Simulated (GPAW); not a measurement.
Crystal: CuO.

```
CELL_PARAMETERS angstrom
3.42205 0.00000 0.00000
0.00000 3.42205 0.00000
0.00000 0.00000 4.26046
ATOMIC_POSITIONS crystal
Cu 0.00000 0.50000 0.00000
Cu 0.50000 0.00000 0.50000
O 0.00000 0.00000 0.25000
O 0.00000 0.00000 0.75000
```

Measurements of this composition are mostly on another form, of space group No. 15.

Base run:

- Program: GPAW 26.7.0
- Functional: LDA
- Potentials or basis: the program's PAW data sets (release 1.2.1) made for this functional
- Cutoff: 800 eV
- Basis: pw
- k mesh: 6 × 6 × 5
- Occupations: fermi-dirac, width 0.05 eV
- Spin: no spin polarisation

Its results: pressure -13.2 GPa.

Question: The run is repeated on the same cell with these changes: functional from LDA to revPBE. What comes out?

Answer: Pressure 1.8 GPa.

revPBE binds less tightly than LDA, so the same cell stands under more pressure.

Caveats: with this Cu data set, volumes or pressures lay over 1.5 % or 2 GPa off other programs in two to four cells of ten; the run has no spin polarisation, though such a crystal can be magnetic.
